## The energy cost of squeezing and stretching rocksalt TaN

How much energy does it take to make a hard nitride a few percent denser, or a few percent less dense? For rocksalt TaN a change of 1 % in density costs slightly more than 1 meV per atom, and the cost grows with the square of the change. A change of 5 % therefore costs about 27 meV per atom. In terms of bonds, 1 % in every Ta–N distance is about 3 % in density and costs roughly 10 meV per atom.

Static-lattice energies of rocksalt TaN from plane-wave DFT in JDFTx 1.7.0 (patched build), with the RPBE functional, no spin polarisation and PseudoDojo SR PBE 0.5 standard pseudopotentials. The cutoff is 1142.88 eV, the k mesh 10×10×10 and the Fermi–Dirac smearing 0.05 eV. Energies are counted from the minimum of a Birch–Murnaghan fit.

```
volume (Å³/atom)  energy (meV/atom)
           10.16              53.81
           10.38              25.48
           10.60               8.09
           10.81               0.52
           11.03               1.76
           11.25              10.91
           11.46              27.15
```

The energies are counted from the minimum of a smooth curve, which lies at 10.889 Å³/atom, between two of the computed volumes. The row at 10.81 is the lowest in the table, but it is still slightly compressed.

### Why the cost is a square, and why it is lopsided

At the equilibrium volume the forces that pull the crystal together and those that push it apart cancel. A small change of volume then costs no energy to first order, and the leading term is a square. Its size is set by the bulk modulus B, the resistance to uniform compression, multiplied by the equilibrium volume V₀. Of two solids with the same volume per atom, the stiffer one therefore pays more for the same relative change, in proportion to B.

The simplest estimate is thus a parabola in the volume, E = ½ B V₀ x², where x is the relative change of volume. The table shows that this is too simple. The row at 11.46 lies about 12 % further from the minimum than the row at 10.38, so a parabola would make it about a quarter more expensive. It costs only 7 % more, 27.15 against 25.48 meV/atom. Compression is dearer than expansion.

The reason is standard physics of bonding, although total energies alone do not separate the contributions. When the ions approach, their electron clouds overlap, and the Pauli principle forces the electrons into states of higher kinetic energy. This repulsion rises steeply as the distance shrinks, while the attraction varies more gently. A compressed crystal therefore becomes stiffer, and a stretched one becomes softer.

The slope B′ measures this stiffening: it tells by how many GPa the bulk modulus rises for each GPa of pressure. Here it is 4.44 at the minimum. A parabola in the volume has the same curvature everywhere, and since the bulk modulus is that curvature times the volume, it would fall under pressure. This corresponds to B′ = −1, the opposite of how the crystal behaves.

### A better ruler: density

The asymmetry can be had without a further parameter if the change is measured in density instead of volume. Density goes as 1/V, so equal steps in volume are unequal steps in density. Taking 0.5 Å³/atom away from the equilibrium volume raises the density by 4.8 %, while adding the same amount lowers it by only 4.4 %. Squaring these changes makes the compression about a fifth more expensive.

The rule is

E ≈ ½ B V₀ (V₀/V − 1)²

where V is the volume per atom and E the energy above the minimum. That this ruler has nearly the right asymmetry follows from two short expansions:

- For any solid near its minimum, E ≈ ½ B V₀ x² [1 − (1 + B′) x/3].
- For the density rule, (V₀/V − 1)² ≈ x² (1 − 2x).

The two agree when (1 + B′)/3 = 2, that is, for B′ = 5. The value for TaN is a little lower, so the density rule slightly exaggerates the asymmetry. Many solids have B′ between 4 and 5, which is why the same shorthand can serve for a neighbouring compound once its own B and V₀ are known.

### Two rows worked by hand

The constant comes first. B = 316.1 GPa and V₀ = 10.889 Å³/atom are taken from a Birch–Murnaghan curve fitted to all seven energies. One eV/Å³ is 160.2 GPa, and a change of 1 % squared is 10⁻⁴. Hence

½ × 316.1 × 10.889 / 160.2 = 10.74 eV, or 1.074 meV/atom for each squared percent of density change.

For the compressed row at 10.38:

1. Density ratio: 10.889 / 10.38 = 1.049, a rise of 4.90 %.
2. Square: 4.90² = 24.0.
3. Energy: 1.074 × 24.0 = 25.8 meV/atom.

The calculation gives 25.48 meV/atom, so the estimate is about 1 % high.

For the expanded row at 11.46 the ratio is 10.889 / 11.46 = 0.950, a fall of 4.98 %. The square is 24.8 and the energy 26.6 meV/atom, about 2 % below the computed 27.15. The two density changes are nearly equal in size, and so are the two energies, although the changes in volume differ noticeably. This is the asymmetry at work.

Both worked rows belong to the set from which B and V₀ were obtained. Their agreement shows that the short formula reproduces the full curve well; it is not an independent prediction of the stiffness of TaN.

### How accurate the rule is

With the printed figures, the estimate stays within 1.5 meV/atom of the computed energy in every row. The largest miss is at the most compressed volume, where it amounts to 3 % of the energy. About half of it comes from rounding the volume to two decimals, because the curve is steep there. With unrounded volumes the rule is within 1.3 % of the energy throughout, whereas the parabola in volume is 12 % too low at the compressed end and 10 % too high at the expanded end.

A harder test uses a single energy to set the constant. Taken from the most expanded row alone, with V₀ kept from the full curve and unrounded volumes, the density rule predicts 55 meV/atom for the most compressed row. The computed value is 53.81, so the prediction is 2 % high. A parabola in volume, treated in the same way, gives 43 meV/atom and is 20 % low. The choice of ruler matters most when knowledge of one side of the minimum is carried over to the other.

### Where the estimate fails

The weak point is the equilibrium volume, not the formula. Suppose the cell from which the scan started, at 10.81 Å³/atom, were mistaken for the equilibrium one. This is an error of only 0.7 % in V₀, yet the estimate would fall 19 % short at the compressed end and overshoot by 27 % at the expanded end. The energy depends on the square of the distance from the minimum, so a small shift of the minimum makes one side too cheap and the other too dear.

Close to the minimum the same sensitivity appears in relative terms. At 10.81 the hand estimate is 10 % too high merely because the volume is rounded, although the miss is only 0.05 meV/atom. There the rule is good for saying that the cost is below 1 meV/atom, and a percentage error has little meaning.

The range matters as well. The computed volumes run from about 7 % below the equilibrium volume to 5 % above it. Because B′ is 4.44 and not 5, the expansion above implies an error that grows by roughly 2 % of the energy for every 10 % of compression. Further out, higher terms enter, and the table does not test the rule there.

The rule also assumes that all three directions change together and that the crystal keeps its rocksalt form. A film clamped to a substrate is strained in its plane and free to relax across it, so its energy needs the separate elastic constants and not B alone. Nor does the smooth curve show that the structure is stable: stoichiometric rocksalt TaN is known to lie above the hexagonal form and to be unstable against some distortions in static calculations.

For a real sample the constant itself needs care. Rocksalt TaN often contains vacancies, which change both its volume and its stiffness. The RPBE functional used here, moreover, usually gives somewhat larger volumes and softer solids than PBE. The square law in density can be kept in such a case, but B and V₀ should be those of the material in question.
